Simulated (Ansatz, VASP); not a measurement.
One calculation of Li5Cl3, two programs

Contents of INCAR:

```
PREC     = Accurate       # precision mode
ENCUT    = 520            # plane-wave cutoff, eV
EDIFF    = 1E-6           # SCF threshold, eV
ISMEAR   = 0              # smearing method
SIGMA    = 0.1            # smearing width, eV
LREAL    = False          # projectors in reciprocal space
LASPH    = True           # aspherical terms in the spheres
NELM     = 100            # most SCF steps
ALGO     = Normal         # electronic algorithm
ISIF     = 2              # what is computed and relaxed
LWAVE    = False          # write WAVECAR
LCHARG   = False          # write CHGCAR
GGA      = PE             # functional
NBANDS   = 28             # bands
```

Contents of KPOINTS:

```
regular mesh
0
Gamma
  6 6 2
```

File POSCAR:

```
Li5Cl3
1.0
    3.4837717800      0.0000000000      0.0000000000
    0.0000000000      3.4837717800      0.0000000000
    0.0000000000      0.0000000000     12.2097497800
Li Cl
5 3
Direct
    0.0000000000      0.0000000000      0.2500000000
    0.0000000000      0.0000000000      0.7500000000
    0.0000000000      0.0000000000      0.0000000000
    0.5000000000      0.5000000000      0.3750000000
    0.5000000000      0.5000000000      0.6250000000
    0.5000000000      0.5000000000      0.1250000000
    0.5000000000      0.5000000000      0.8750000000
    0.0000000000      0.0000000000      0.5000000000
```

Input for Ansatz:

```yaml
crystal:
  lattice:
    - [3.48377178, 0.0, 0.0]
    - [0.0, 3.48377178, 0.0]
    - [0.0, 0.0, 12.20974978]
  atoms:
    - { symbol: Li, position: [0.0, 0.0, 0.25] }
    - { symbol: Li, position: [0.0, 0.0, 0.75] }
    - { symbol: Li, position: [0.0, 0.0, 0.0] }
    - { symbol: Li, position: [0.5, 0.5, 0.375] }
    - { symbol: Li, position: [0.5, 0.5, 0.625] }
    - { symbol: Cl, position: [0.5, 0.5, 0.125] }
    - { symbol: Cl, position: [0.5, 0.5, 0.875] }
    - { symbol: Cl, position: [0.0, 0.0, 0.5] }
basis:
  ecutwfc: 420
kpoints:
  mp_grid: { grid: [6, 6, 2] }
hamiltonian:
  xc: pbe
scf:
  occupations: { method: gaussian, width: 0.1 }
  lower_state_search: "off"
output:
  forces: true
  stress: true
  eigenvalues: true
```

Change from the starting cell: species swapped into the Ti3Pd5 type (P4/mmm, No. 123).

Alike in both runs: task single point; functional PBE; k mesh 6 × 6 × 2; occupations gaussian, width 0.1 eV; no spin polarisation.

```csv
,VASP,Ansatz
version,VASP 6.6.1,Ansatz 0.2.0
potentials or method,"VASP PAW PBE potentials, release 64 (Li_sv, Cl)","scalar-relativistic, plane waves, PAW"
plane-wave cutoff (eV),520,420
valence electrons in the cell,36,36
```

```csv
,VASP,Ansatz,Ansatz less VASP
gap on the k mesh at the Fermi level (eV),none,none,-
rms of the force components (eV/Å),0.282,0.280,-0.0016
```

Atom by atom the forces differ by 0.002 eV/Å (rms over components). A gap of «none» marks a metal or a gap that the smearing closes.
